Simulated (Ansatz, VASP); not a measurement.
**BaTiO3 (Barioperovskite) in VASP and in Ansatz**

File POSCAR:

```
BaTiO3
1.0
    3.9855000000      0.0000000000      0.0000000000
    0.0000000000      2.8369000000      2.8451500000
    0.0000000000     -2.8369000000      2.8451500000
Ba Ti O
1 1 3
Direct
    0.0000000000      0.0000000000      0.0000000000
    0.5000000000      0.5124000000      0.5124000000
    0.0000000000      0.4874000000      0.4874000000
    0.5000000000      0.5052400000      0.9918400000
    0.5000000000      0.9918400000      0.5052400000
```

File INCAR.step1:

```
SYSTEM = BaTiO3
PREC     = Accurate       ! precision mode
ENCUT    = 520            ! plane-wave cutoff, eV
ISMEAR   = -1             ! smearing method
SIGMA    = 0.05           ! smearing width, eV
LREAL    = .FALSE.        ! projectors in reciprocal space
LASPH    = .TRUE.         ! aspherical terms in the spheres
NELM     = 150            ! most SCF steps
LMAXMIX  = 4              ! l up to which the mixer works
LDAU     = .TRUE.         ! DFT+U
LDAUTYPE = 2            
LDAUL    = -1 2 -1        ! shell
LDAUU    = 0 2 0          ! U, eV
LDAUJ    = 0 0 0        
NBANDS   = 28             ! bands
GGA      = PE             ! functional
ALGO     = Normal         ! electronic algorithm
EDIFF    = 1E-4           ! SCF threshold, eV
LWAVE    = .TRUE.         ! write WAVECAR
LCHARG   = .FALSE.        ! write CHGCAR
```

Contents of INCAR.step2:

```
SYSTEM = BaTiO3
PREC     = Accurate       ! precision mode
ENCUT    = 520            ! plane-wave cutoff, eV
EDIFF    = 1E-6           ! SCF threshold, eV
ISMEAR   = -1             ! smearing method
SIGMA    = 0.05           ! smearing width, eV
LREAL    = .FALSE.        ! projectors in reciprocal space
LASPH    = .TRUE.         ! aspherical terms in the spheres
NELM     = 150            ! most SCF steps
ALGO     = Normal         ! electronic algorithm
ISIF     = 2              ! what is computed and relaxed
LWAVE    = .FALSE.        ! write WAVECAR
LCHARG   = .FALSE.        ! write CHGCAR
LMAXMIX  = 4              ! l up to which the mixer works
LDAU     = .TRUE.         ! DFT+U
LDAUTYPE = 2            
LDAUL    = -1 2 -1        ! shell
LDAUU    = 0 2 0          ! U, eV
LDAUJ    = 0 0 0        
LDAUPRINT= 1            
METAGGA  = R2SCAN         ! meta-GGA
LMIXTAU  = .TRUE.       
NBANDS   = 28             ! bands
ISTART   = 1
```

KPOINTS

```
Automatic mesh
0
G
  4 4 4
  0 0 0
```

Input for Ansatz:

```yaml
crystal:
  lattice:
    - [3.9855, 0.0, 0.0]
    - [0.0, 2.8369, 2.84515]
    - [0.0, -2.8369, 2.84515]
  atoms:
    - { symbol: Ba, position: [0.0, 0.0, 0.0] }
    - { symbol: Ti, position: [0.5, 0.5124, 0.5124] }
    - { symbol: O, position: [0.0, 0.4874, 0.4874] }
    - { symbol: O, position: [0.5, 0.50524, 0.99184] }
    - { symbol: O, position: [0.5, 0.99184, 0.50524] }
kpoints:
  mp_grid:
    grid: [4, 4, 4]
hamiltonian:
  xc: r2scan
  hubbard:
    - { species: Ti, l: d, u_eff: 2.0 }
scf:
  occupations:
    method: fermi_dirac
    width: 0.05
output:
  eigenvalues: true
```

Alike in both runs: task single point; functional r2SCAN; k mesh 4 × 4 × 4; occupations fermi-dirac, width 0.05 eV; no spin polarisation; Hubbard terms Ti d U = 2.0 eV.

|  | VASP | Ansatz |
| --- | --- | --- |
| version | VASP 6.6.1 | Ansatz 0.2.0 |
| potentials or method | VASP PAW PBE potentials, release 64 (Ba_sv, Ti_sv, O) | plane waves, PAW |
| plane-wave cutoff (eV) | 520 | 500 |
| valence electrons in the cell | 40 | 40 |

```tsv
	VASP	Ansatz	Ansatz less VASP
gap on the k mesh at the Fermi level (eV)	2.48	2.48	+0.003
```

The programs project onto different local orbitals, so the same U acts differently.

Caveats: spin-orbit coupling is left out, which moves the levels of the heavy elements. A k mesh can miss the band edges.
